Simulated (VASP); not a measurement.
Wanted: the native input for a VASP 6.6.1 run.

| Property | Result |
| --- | --- |
| Task | single point |
| Functional | r2SCAN |
| Potentials or basis | VASP PAW PBE potentials, release 64 (Cs_sv, Pb_d, Br) |
| Cutoff | 520 eV |
| k mesh | 1 × 1 × 1 |
| Occupations | fermi-dirac, width 0.05 eV |
| Spin | no spin polarisation |
| Dipole correction | no |
| Further INCAR settings | LREAL = Auto; ALGO = Normal; EDIFF = 1e-06; NBANDS = 104 |

Crystal: CsPbBr3.

```
CELL_PARAMETERS angstrom
8.19814 0.00000 0.00000
0.00000 8.19814 0.00000
0.00000 0.00000 12.08583
ATOMIC_POSITIONS crystal
Cs 0.02275 0.57357 0.27209
Cs 0.52640 0.02978 0.27430
Cs 0.51563 0.00179 0.77809
Cs 0.03193 0.54599 0.75539
Pb 0.01276 0.01691 0.99373
Pb 0.02336 0.98580 0.49763
Pb 0.51945 0.49870 0.52594
Pb 0.52600 0.50259 0.02201
Br 0.07370 0.06021 0.27588
Br 0.91200 0.97406 0.75392
Br 0.21405 0.68056 0.01996
Br 0.34915 0.84791 0.55156
Br 0.32839 0.18011 0.01844
Br 0.19339 0.33308 0.51884
Br 0.57164 0.54223 0.74564
Br 0.49100 0.48502 0.24458
Br 0.69047 0.20349 0.53207
Br 0.86681 0.34941 0.99289
Br 0.82122 0.66690 0.48227
Br 0.67488 0.80861 0.02395
```

The cell comes from a database or a generator and needn't be the stable form of this composition.

These files were run (other wordings do the same):

POSCAR

```
CsPbBr3
1.0
    8.1981420000      0.0000000000      0.0000000000
    0.0000000000      8.1981420000      0.0000000000
    0.0000000000      0.0000000000     12.0858260000
Cs Pb Br
4 4 12
Direct
    0.0227490570      0.5735689867      0.2720873195
    0.5263997623      0.0297750393      0.2743047931
    0.5156290291      0.0017930892      0.7780932805
    0.0319340651      0.5459895669      0.7553889987
    0.0127589886      0.0169062697     -0.0062718096
    0.0233589513     -0.0141983391      0.4976325160
    0.5194469674      0.4986983636      0.5259384009
    0.5259972321      0.5025894892      0.0220092528
    0.0736996261      0.0602087644      0.2758768826
   -0.0879955483     -0.0259449031      0.7539161990
    0.2140485003      0.6805566432      0.0199572623
    0.3491522835      0.8479116366      0.5515634595
    0.3283914819      0.1801139819      0.0184430919
    0.1933852817      0.3330754700      0.5188391757
    0.5716417208      0.5422326181      0.7456420438
    0.4910014977      0.4850245336      0.2445840276
    0.6904735244      0.2034851311      0.5320695499
    0.8668061617      0.3494084391     -0.0071074993
    0.8212226624      0.6668950111      0.4822674098
    0.6748846263      0.8086100485      0.0239536793
```

INCAR.step1

```
ALGO = Normal ; EDIFF = 1E-4
ENCUT = 520 ; GGA = PE
ISMEAR = -1 ; LASPH = True
LCHARG = False ; LREAL = Auto
LWAVE = True ; NBANDS = 104
NELM = 100 ; PREC = Accurate
SIGMA = 0.05
```

INCAR.step2

```
ALGO = Normal ; EDIFF = 1E-6
ENCUT = 520 ; ISIF = 2
ISMEAR = -1 ; ISTART = 1
LASPH = True ; LCHARG = False
LMIXTAU = True ; LREAL = Auto
LWAVE = False ; METAGGA = R2SCAN
NBANDS = 104 ; NELM = 100
PREC = Accurate ; SIGMA = 0.05
```

KPOINTS

```
k-points
0
Gamma
  1 1 1
```

Potentials or basis: VASP PAW PBE potentials, release 64 (Cs_sv, Pb_d, Br).

The run is started by

```bash
$ cat potpaw_PBE.64/Cs_sv/POTCAR potpaw_PBE.64/Pb_d/POTCAR potpaw_PBE.64/Br/POTCAR > POTCAR
$ cp INCAR.step1 INCAR
$ mpirun -np 1 vasp_gam > vasp.out
$ cp INCAR.step2 INCAR
$ mpirun -np 1 vasp_gam > vasp.out
```

Results of the run:

| Item | Value |
| --- | --- |
| Pressure | 1.9 GPa |
| Largest force | 1.025 eV/Å |
| Band gap on the k mesh | 2.52 eV, direct |

Caveat: the k mesh is coarse (spacing up to 0.77 Å⁻¹), so the values aren't converged; the PAW data sets were made with another functional, which shifts forces and pressure a little; spin-orbit coupling is left out, which as a rule narrows the gap of such compounds by several tenths of an eV; an odd mesh through Γ misses points on the zone boundary, where band edges often lie.

It took 4.1 min on 1 thread of AMD EPYC 9R45 96-Core Processor (Zen 5), with other jobs on the host, peak memory 0.79 GiB.
